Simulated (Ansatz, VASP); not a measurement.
## Ni in VASP and in Ansatz

```xyz
1
Lattice="0.0000 1.7376 1.7376 1.7376 0.0000 1.7376 1.7376 1.7376 0.0000" Properties=species:S:1:pos:R:3 pbc="T T T"
Ni    0.0000    0.0000    0.0000
```

Alike in both runs: task relaxation of cell and atoms; functional PBE; dispersion D4; k mesh 13 × 13 × 13; occupations fermi-dirac, width 0.05 eV; collinear spin, ferromagnetic start.

```csv
,VASP,Ansatz
version,VASP 6.6.1,Ansatz 0.2.0
potentials or method,"VASP PAW PBE potentials, release 64 (Ni)",Ansatz PAW
plane-wave cutoff (eV),600,420
valence electrons in the cell,10,18
```

```tsv
	VASP	Ansatz	Ansatz less VASP
gap on the k mesh at the Fermi level, each at its own relaxed structure (eV)	none	none	-
net moment per atom (μB)	0.62	0.63	+0.007
size of the moment on the site where the two differ most (μB)	0.63	0.67	+0.034
relaxed volume (Å³/atom)	10.55	10.56	+0.012
relaxed cell length with the largest relative difference (Å)	2.462	2.463	+0.0009
```

Site moments also hang on the region over which each program counts them. A gap of «none» marks a metal or a gap that the smearing closes. The two sets of potentials don't hold the same shells in valence.

Caveats: pairwise dispersion overbinds metals, which lowers pressure and volume; the plane-wave basis is chosen anew once the cell has moved, so the energies of steps on either side of that aren't comparable (Ansatz).
